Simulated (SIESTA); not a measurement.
Input of a SIESTA 5.4.2 run:

The input InP.fdf:

```
SystemName                      InP
SystemLabel                     InP
NumberOfSpecies                 2
NumberOfAtoms                   2
%block ChemicalSpeciesLabel
  1  49 In
  2  15 P
%endblock ChemicalSpeciesLabel
%include structure.fdf

%block kgrid.MonkhorstPack
    8   0   0  0.0
    0   8   0  0.0
    0   0   8  0.0
%endblock kgrid.MonkhorstPack
XC.Functional                   GGA
XC.Authors                      PBE
PAO.BasisSize                   DZP
PAO.EnergyShift                 0.002 Ry
Mesh.Cutoff                     500 Ry
OccupationFunction              FD
ElectronicTemperature           0.05 eV
MaxSCFIterations                120
SCF.MustConverge                false
SCF.Mixer.Method                Pulay
SCF.Mixer.Weight                0.25
SCF.Mixer.History               8
SCF.DM.Tolerance                5.0e-05
SCF.H.Tolerance                 1.0e-03 eV
WriteForces                     true
Charge.Mulliken                 end
%block PAO.Basis
  In 4
  n=5 0 2
    7.282 0.000
  n=5 1 2
    9.500 0.000
  n=4 2 1
    4.282
  n=5 2 1
    9.500
%endblock PAO.Basis
```

The input structure.fdf:

```
LatticeConstant                 1.0 Ang
%block LatticeVectors
     0.0000000000     2.9305000000     2.9305000000
     2.9305000000     0.0000000000     2.9305000000
     2.9305000000     2.9305000000     0.0000000000
%endblock LatticeVectors
AtomicCoordinatesFormat         Fractional
%block AtomicCoordinatesAndAtomicSpecies
     0.0076490000    -0.0083110000    -0.0119070000  1  In
     0.7554720000     0.7458670000     0.7651810000  2  P
%endblock AtomicCoordinatesAndAtomicSpecies
```

Potentials or basis: PseudoDojo 0.4 standard (PBE files), DZP (energy shift 0.002 Ry; radii capped at 9.5 bohr).

Launch:

```sh
$ siesta < InP.fdf > InP.out 2>&1
```

**Question.** Estimate the band gap on the k mesh.

**Answer.** 0.60 eV, direct.

**Question.** What does it give for the pressure?

**Answer.** 4.4 GPa.

Forces on the atoms (eV/Å):
```
In   0.837  0.679  0.238
P   -0.838 -0.679 -0.238
```

Caveat: semicore shells carry a single zeta, which can move pressures by several GPa and volumes by a few percent; spin-orbit coupling is left out, which moves the levels of the heavy elements; the basis of atomic orbitals isn't converged, which shifts pressures, moduli and gaps.
